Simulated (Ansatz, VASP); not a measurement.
## One calculation of Ag, two programs

```xyz
1
Lattice="-1.4677 1.4701 2.0737 1.4677 -1.4701 2.0737 1.4677 1.4701 -2.0737" Properties=species:S:1:pos:R:3 pbc="T T T"
Ag    0.0000    1.4701    0.0000
```

Alike in both runs: functional PBE; k mesh 8 × 8 × 8; occupations gaussian, width 0.1 eV; no spin polarisation.

Ansatz relaxed the structure, and its values are those at the end. VASP's run is a single point on that final structure, the one shown.

```csv
,VASP,Ansatz
version,VASP 6.6.1,Ansatz 0.2.0
potentials or method,"VASP PAW PBE potentials, release 64 (Ag)","scalar-relativistic, plane waves, PAW"
plane-wave cutoff (eV),520,420
valence electrons in the cell,11,19
```

|  | VASP | Ansatz | Ansatz less VASP |
| --- | --- | --- | --- |
| gap on the k mesh at the Fermi level (eV) | none | none | - |
| pressure (GPa) | 0.1 | 0.2 | +0.10 |

A gap of «none» marks a metal or a gap that the smearing closes. The two sets of potentials don't hold the same shells in valence.

Caveats: the k mesh is coarse (spacing up to 0.38 Å⁻¹), so the values aren't converged.
